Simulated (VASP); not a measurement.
# Cs (C2/m) in VASP: further runs

Runs on Cs. Level: PBEsol. Tasks: single point.

Everything below comes from runs of VASP 6.6.1. Logs are shortened: lines on timing, memory, paths and dates and some standing lists are left out, and cuts for length are marked.

## (1) The structure

It takes space group C2/m (No. 12, monoclinic). The conventional cell has a = 6.038 Å, b = 8.676 Å, c = 5.110 Å, α = 90.00°, β = 120.26°, γ = 90.00°.

This isn't the form of Cs at room conditions, which is bcc.

## (2) Single point, PBEsol

INCAR reads:

```
ADDGRID = True
ALGO = Normal
EDIFF = 1E-6
ENCUT = 400
GGA = PS
ISIF = 2
ISMEAR = 1
LASPH = True
LCHARG = False
LREAL = False
LWAVE = False
NELM = 100
PREC = Accurate
SIGMA = 0.1
```

KPOINTS reads:

```
k-points
0
Gamma
  8 8 8
```

POSCAR reads:

```
Cs
1.0
    3.0286440000     -4.4025590000     -0.0553060000
    2.9811710000      4.3695220000      0.0984760000
   -2.5313490000      0.0923220000      4.3694900000
Cs
1
Direct
   -0.0054440000      0.0010830000      0.4979030000
```

Potentials or basis: VASP PAW PBE potentials, release 64 (Cs_sv).

Launch:

```
> cat potpaw_PBE.64/Cs_sv/POTCAR > POTCAR
> mpirun -np 1 vasp_std > vasp.out
```

OUTCAR:

```text
EDIFF = 1E-6
   ENCUT = 400
   GGA = PS
   ISIF = 2
   ISMEAR = 1
   LASPH = True
   LREAL = False
   NELM = 100
   PREC = Accurate

 Found    260 irreducible k-points:

 Following reciprocal coordinates:
            Coordinates               Weight
  0.000000  0.000000  0.000000      1.000000
  0.125000 -0.000000 -0.000000      2.000000
  0.250000 -0.000000 -0.000000      2.000000
  0.375000 -0.000000  0.000000      2.000000
  0.500000 -0.000000 -0.000000      1.000000
 -0.000000  0.125000 -0.000000      2.000000
   k-points           NKPTS =    260   k-points in BZ     NKDIM =    260   number of bands    NBANDS=      8
   number of dos      NEDOS =    301   number of ions     NIONS =      1
   total plane-waves  NPLWV =  46656
   dimension x,y,z NGX =    36 NGY =   36 NGZ =   36
   dimension x,y,z NGXF=    72 NGYF=   72 NGZF=   72
   ions per type =               1
   NGX,Y,Z   is equivalent  to a cutoff of  11.20, 11.31, 11.85 a.u.
   NGXF,Y,Z  is equivalent  to a cutoff of  22.40, 22.62, 23.70 a.u.
 SYSTEM =  unknown system
   PREC   = accura    normal or accurate (medium, high low for compatibility)
   ISTART =      0    job   : 0-new  1-cont  2-samecut
   ICHARG =      2    charge: 1-file 2-atom 10-const
   ISPIN  =      1    spin polarized calculation?
   LNONCOLLINEAR =      F non collinear calculations
   LSORBIT =      F    spin-orbit coupling
   LASPH  =      T    aspherical Exc in radial PAW
   ENCUT  =  400.0 eV  29.40 Ry    5.42 a.u.   8.71  8.63  8.24*2*pi/ulx,y,z
   NELM   =    100;   NELMIN=  2; NELMDL= -5     # of ELM steps
   EDIFF  = 0.1E-05   stopping-criterion for ELM
   LREAL  =      F    real-space projection
   EDIFFG = 0.1E-04   stopping-criterion for IOM
   NSW    =      0    number of steps for IOM
   IBRION =     -1    ionic relax: 0-MD 1-quasi-New 2-CG
   NFREE  =      0    steps in history (QN), initial steepest desc. (CG)
   ISIF   =      2    stress and relaxation
   ISYM   =      2    0-nonsym 1-usesym 2-fastsym
   POTIM  = 0.5000    time-step for ionic-motion
   TEBEG  =    0.0;   TEEND  =   0.0 temperature during run
   PSTRESS=    0.0 pullay stress
   NELECT =       9.0000    total number of electrons
   NUPDOWN=      -1.0000    fix difference up-down
   EMIN   =  10.00;   EMAX   =-10.00  energy-range for DOS
   EFERMI =   0.00;   METHOD = LEGACY
   ISMEAR =     1;   SIGMA  =   0.10  broadening in eV -4-tet -1-fermi 0-gaus
   EFERMI_NEDOS =   21; number of points for ismear=-14 and -15
   IALGO  =     38    algorithm
   IMIX   =      4    mixing-type and parameters
     AMIX     =   0.40;   BMIX     =  1.00
     AMIX_MAG =   1.60;   BMIX_MAG =  1.00
  volume/ion in A,a.u.               =     115.62       780.22
  Fermi-wavevector in a.u.,A,eV,Ry     =   0.699009  1.320935  6.647991  0.488614
  Thomas-Fermi vector in A             =   1.782770
   LORBIT       =      0    0 simple, 1 ext, 2 COOP (PROOUT), +10 PAW based schemes
   GGA     = PS    functional components
   LHFCALC =     F    Hartree Fock is set to
   AEXX    =    0.0000 exact exchange contribution
   IVDW    =     0    specifies the selected vdW correction
   LEPSILON=     F    determine dielectric tensor
   LRPA    =     F    only Hartree local field effects (RPA)
 non-spin polarized calculation
 Methfessel and Paxton  Order N= 1 SIGMA  =   0.10
  energy-cutoff  :      400.00
  volume of cell :      115.62
 maximum number of plane-waves:      2122
   NGX = 17   NGY = 17   NGZ = 17

 number of electron       9.0000000 magnetization

 Free energy of the ion-electron system (eV)
  ---------------------------------------------------
  ext. energy  EPLUGINS =         0.00000000
  ---------------------------------------------------
  free energy    TOTEN  =        -0.93153669 eV

  energy without entropy =       -0.93133533  energy(sigma->0) =       -0.93146957

 E-fermi :   0.3698     XC(G=0):  -5.4617

 val. band max:        0.3697318086   @ k =   0.5000   0.3750   0.1250
 cond. band min:       0.3758420744   @ k =   0.5000   0.5000  -0.0000
 fundamental gap:      0.0061102658
 Fermi energy:         0.3698213026

 k-point     1 :       0.0000    0.0000    0.0000
  band No.  band energies     occupation
      1     -23.4961      2.00000
      2     -10.2263      2.00000
      3     -10.2176      2.00000
      4     -10.2004      2.00000
      5      -1.3149      2.00000
      6       2.5615      0.00000
      7       2.7986      0.00000
      8       3.0535      0.00000

 k-point     2 :       0.1250   -0.0000   -0.0000
  band No.  band energies     occupation
      1     -23.4954      2.00000
      2     -10.2418      2.00000
      3     -10.2231      2.00000
      4     -10.2021      2.00000
      5      -1.1549      2.00000
      6       2.4340      0.00000
      7       2.5685      0.00000
      8       3.1244      0.00000

 k-point     3 :       0.2500   -0.0000   -0.0000
  band No.  band energies     occupation
      1     -23.4936      2.00000
      2     -10.2829      2.00000
      3     -10.2334      2.00000
      4     -10.2051      2.00000
      5      -0.7091      2.00000
      6       1.9848     -0.00000
      7       2.1744     -0.00000
      8       3.5303      0.00000

 k-point     4 :       0.3750   -0.0000    0.0000
  band No.  band energies     occupation
      1     -23.4919      2.00000
      2     -10.3235      2.00000
      3     -10.2436      2.00000
      4     -10.2075      2.00000
      5      -0.0955      2.00000
      6       1.4390     -0.00000
      7       1.9560     -0.00000
      8       4.0266      0.00000

 k-point     5 :       0.5000   -0.0000   -0.0000
  band No.  band energies     occupation
      1     -23.4912      2.00000
      2     -10.3401      2.00000
      3     -10.2478      2.00000
      4     -10.2085      2.00000
      5       0.3205      1.73262
      6       1.1108     -0.00000
      7       1.8745     -0.00000
      8       3.9039      0.00000

 k-point     6 :      -0.0000    0.1250   -0.0000
  band No.  band energies     occupation
      1     -23.4953      2.00000
      2     -10.2415      2.00000
      3     -10.2243      2.00000
      4     -10.2015      2.00000
      5      -1.1572      2.00000
      6       2.4526      0.00000
      7       2.5760      0.00000
      8       3.1452      0.00000

 [... further k-points ...]
[... 5 lines left out ...]
  --------------------------------------------------------------------------------------
  -------------------------------------------------------------------------------------
  Total       -0.0810325     -0.0816187     -0.0866153      0.0056474     -0.0017872     -0.0592112
  in kB       -1.1229260     -1.1310491     -1.2002913      0.0782604     -0.0247664     -0.8205327
  external PRESSURE =      -1.1514221 kB  Pullay stress =       0.0000000 kB

 VOLUME and BASIS-vectors are now :
 -----------------------------------------------------------------------------
  energy-cutoff  :      400.00
  volume of cell :      115.62
      direct lattice vectors                 reciprocal lattice vectors
     3.028644000 -4.402559000 -0.055306000     0.165058960 -0.114823640  0.098048647
     2.981171000  4.369522000  0.098476000     0.166342001  0.113250823  0.093973007
    -2.531349000  0.092322000  4.369490000    -0.001659677 -0.004005713  0.227982806

 POSITION                                       TOTAL-FORCE (eV/Angst)
 -----------------------------------------------------------------------------------
      1.75502     -4.32789      2.12068         0.000000      0.000000      0.000000
 -----------------------------------------------------------------------------------
    total drift:                                0.000000     -0.000000      0.000000

  FREE ENERGIE OF THE ION-ELECTRON SYSTEM (eV)
  ---------------------------------------------------
  free  energy   TOTEN  =        -0.9315366938 eV

  energy  without entropy=       -0.9313353262  energy(sigma->0) =       -0.93146957
```

Run time: 93 s. Hardware: 1 thread of Intel Xeon Platinum 8488C (Sapphire Rapids), shared host; peak memory 0.4 GiB.

The run converged, but some of its settings lie outside the range that counts as converged, so its numbers aren't taken as properties of the crystal.

Results:

```yaml
Free_energy: -0.9315 eV
Pressure: -0.1 GPa
Band_gap_on_the_k_mesh: none (metal or under the smearing width)
```

Caveat: the PAW data sets were made with another functional, which shifts forces and pressure a little.

## (3) Single point, PBEsol

Changes to INCAR since step 2:

```diff
@@ -1,2 +1,2 @@
-ADDGRID = True
+ADDGRID = False
 ALGO = Normal
@@ -7,3 +7,3 @@
 ISMEAR = 1
-LASPH = True
+LASPH = False
 LCHARG = False
```

KPOINTS is that of step 2.

POSCAR reads:

```
Cs
1.0
    3.0190110000     -4.3381320000      0.0000000000
    3.0190110000      4.3381320000      0.0000000000
   -2.5749360000      0.0000000000      4.4138870000
Cs
1
Direct
    0.0000000000      0.0000000000      0.5000000000
```

Potentials or basis: VASP PAW PBE potentials, release 64 (Cs_sv).

Launch:

```
> cat potpaw_PBE.64/Cs_sv/POTCAR > POTCAR
> mpirun -np 1 vasp_std > vasp.out
```

OUTCAR:

```text
EDIFF = 1E-6
   ENCUT = 400
   GGA = PS
   ISIF = 2
   ISMEAR = 1
   LASPH = False
   LREAL = False
   NELM = 100
   PREC = Accurate

 Found    150 irreducible k-points:

 Following reciprocal coordinates:
            Coordinates               Weight
  0.000000  0.000000  0.000000      1.000000
  0.125000  0.000000 -0.000000      4.000000
  0.250000  0.000000 -0.000000      4.000000
  0.375000  0.000000 -0.000000      4.000000
  0.500000  0.000000 -0.000000      2.000000
  0.125000  0.125000 -0.000000      2.000000
   k-points           NKPTS =    150   k-points in BZ     NKDIM =    150   number of bands    NBANDS=      8
   number of dos      NEDOS =    301   number of ions     NIONS =      1
   total plane-waves  NPLWV =  46656
   dimension x,y,z NGX =    36 NGY =   36 NGZ =   36
   dimension x,y,z NGXF=    72 NGYF=   72 NGZF=   72
   ions per type =               1
   NGX,Y,Z   is equivalent  to a cutoff of  11.32, 11.32, 11.71 a.u.
   NGXF,Y,Z  is equivalent  to a cutoff of  22.65, 22.65, 23.42 a.u.
 SYSTEM =  unknown system
   PREC   = accura    normal or accurate (medium, high low for compatibility)
   ISTART =      0    job   : 0-new  1-cont  2-samecut
   ICHARG =      2    charge: 1-file 2-atom 10-const
   ISPIN  =      1    spin polarized calculation?
   LNONCOLLINEAR =      F non collinear calculations
   LSORBIT =      F    spin-orbit coupling
   LASPH  =      F    aspherical Exc in radial PAW
   ENCUT  =  400.0 eV  29.40 Ry    5.42 a.u.   8.62  8.62  8.33*2*pi/ulx,y,z
   NELM   =    100;   NELMIN=  2; NELMDL= -5     # of ELM steps
   EDIFF  = 0.1E-05   stopping-criterion for ELM
   LREAL  =      F    real-space projection
   EDIFFG = 0.1E-04   stopping-criterion for IOM
   NSW    =      0    number of steps for IOM
   IBRION =     -1    ionic relax: 0-MD 1-quasi-New 2-CG
   NFREE  =      0    steps in history (QN), initial steepest desc. (CG)
   ISIF   =      2    stress and relaxation
   ISYM   =      2    0-nonsym 1-usesym 2-fastsym
   POTIM  = 0.5000    time-step for ionic-motion
   TEBEG  =    0.0;   TEEND  =   0.0 temperature during run
   PSTRESS=    0.0 pullay stress
   NELECT =       9.0000    total number of electrons
   NUPDOWN=      -1.0000    fix difference up-down
   EMIN   =  10.00;   EMAX   =-10.00  energy-range for DOS
   EFERMI =   0.00;   METHOD = LEGACY
   ISMEAR =     1;   SIGMA  =   0.10  broadening in eV -4-tet -1-fermi 0-gaus
   EFERMI_NEDOS =   21; number of points for ismear=-14 and -15
   IALGO  =     38    algorithm
   IMIX   =      4    mixing-type and parameters
     AMIX     =   0.40;   BMIX     =  1.00
     AMIX_MAG =   1.60;   BMIX_MAG =  1.00
  volume/ion in A,a.u.               =     115.62       780.22
  Fermi-wavevector in a.u.,A,eV,Ry     =   0.699009  1.320936  6.647992  0.488614
  Thomas-Fermi vector in A             =   1.782770
   LORBIT       =      0    0 simple, 1 ext, 2 COOP (PROOUT), +10 PAW based schemes
   GGA     = PS    functional components
   LHFCALC =     F    Hartree Fock is set to
   AEXX    =    0.0000 exact exchange contribution
   IVDW    =     0    specifies the selected vdW correction
   LEPSILON=     F    determine dielectric tensor
   LRPA    =     F    only Hartree local field effects (RPA)
 non-spin polarized calculation
 Methfessel and Paxton  Order N= 1 SIGMA  =   0.10
  energy-cutoff  :      400.00
  volume of cell :      115.62
 maximum number of plane-waves:      2123
 NGX is ok and might be reduce to    36
   NGX = 17   NGY = 17   NGZ = 17

 number of electron       8.9999999 magnetization

 Free energy of the ion-electron system (eV)
  ---------------------------------------------------
  ext. energy  EPLUGINS =         0.00000000
  ---------------------------------------------------
  free energy    TOTEN  =        -0.93225806 eV

  energy without entropy =       -0.93197306  energy(sigma->0) =       -0.93216306

 E-fermi :   0.3770     XC(G=0):  -5.4619

 val. band max:        0.3619332083   @ k =   0.0000   0.0000   0.5000
 cond. band min:       0.3826218463   @ k =   0.5000   0.3750  -0.0000
 fundamental gap:      0.0206886380
 Fermi energy:         0.3769761342

 k-point     1 :       0.0000    0.0000    0.0000
  band No.  band energies     occupation
      1     -23.4938      2.00000
      2     -10.2237      2.00000
      3     -10.2131      2.00000
      4     -10.2026      2.00000
      5      -1.3153      2.00000
      6       2.6111      0.00000
      7       2.7692      0.00000
      8       3.0708      0.00000
[... 45 lines left out ...]
 k-point     6 :       0.1250    0.1250   -0.0000
  band No.  band energies     occupation
      1     -23.4918      2.00000
      2     -10.2616      2.00000
      3     -10.2303      2.00000
      4     -10.2078      2.00000
      5      -0.8596      2.00000
      6       2.1811     -0.00000
      7       2.2633     -0.00000
      8       3.4427      0.00000

 [... further k-points ...]
[... 5 lines left out ...]
  --------------------------------------------------------------------------------------
  -------------------------------------------------------------------------------------
  Total       -0.0798772     -0.0749176     -0.0981101      0.0000000      0.0000000     -0.0463365
  in kB       -1.1069160     -1.0381872     -1.3595828      0.0000000      0.0000000     -0.6421185
  external PRESSURE =      -1.1682287 kB  Pullay stress =       0.0000000 kB

 VOLUME and BASIS-vectors are now :
 -----------------------------------------------------------------------------
  energy-cutoff  :      400.00
  volume of cell :      115.62
      direct lattice vectors                 reciprocal lattice vectors
     3.019011000 -4.338132000  0.000000000     0.165617151 -0.115256982  0.096616330
     3.019011000  4.338132000  0.000000000     0.165617151  0.115256982  0.096616330
    -2.574936000  0.000000000  4.413887000     0.000000000  0.000000000  0.226557680

 POSITION                                       TOTAL-FORCE (eV/Angst)
 -----------------------------------------------------------------------------------
     -1.28747      0.00000      2.20694         0.000000      0.000000      0.000000
 -----------------------------------------------------------------------------------
    total drift:                                0.000000     -0.000000      0.000000

  FREE ENERGIE OF THE ION-ELECTRON SYSTEM (eV)
  ---------------------------------------------------
  free  energy   TOTEN  =        -0.9322580618 eV

  energy  without entropy=       -0.9319730585  energy(sigma->0) =       -0.93216306
```

It took 34 s on 1 thread of Intel Xeon Platinum 8488C (Sapphire Rapids), shared host; peak memory 0.24 GiB.

The run converged, but some of its settings lie outside the range that counts as converged, so its numbers aren't taken as properties of the crystal.

What came out:

- Free energy: -0.9323 eV
- Pressure: -0.1 GPa
- Band gap on the k mesh: none (metal or under the smearing width)

Caveat: the PAW data sets were made with another functional, which shifts forces and pressure a little.

## (4) Single point, PBEsol

INCAR is that of step 3.

KPOINTS is that of step 3.

POSCAR reads:

```
Cs
1.0
    3.0286440000     -4.4025590000     -0.0553060000
    2.9811710000      4.3695220000      0.0984760000
   -2.5313490000      0.0923220000      4.3694900000
Cs
1
Direct
   -0.0054440000      0.0010830000      0.4979030000
```

Launch:

```
> cat potpaw_PBE.64/Cs_sv/POTCAR > POTCAR
> mpirun -np 1 vasp_std > vasp.out
```

Wall time 89 s (1 thread of Intel Xeon Platinum 8488C (Sapphire Rapids), shared host); peak memory 0.3 GiB.

These settings aren't checked as converged: the numbers below hold their error.

Results:

- Free energy: -0.9315 eV
- Pressure: -0.1 GPa
- Band gap on the k mesh: none (metal or under the smearing width)

Caveat: the PAW data sets were made with another functional, which shifts forces and pressure a little.

(Part 1 of 2 ends here.)
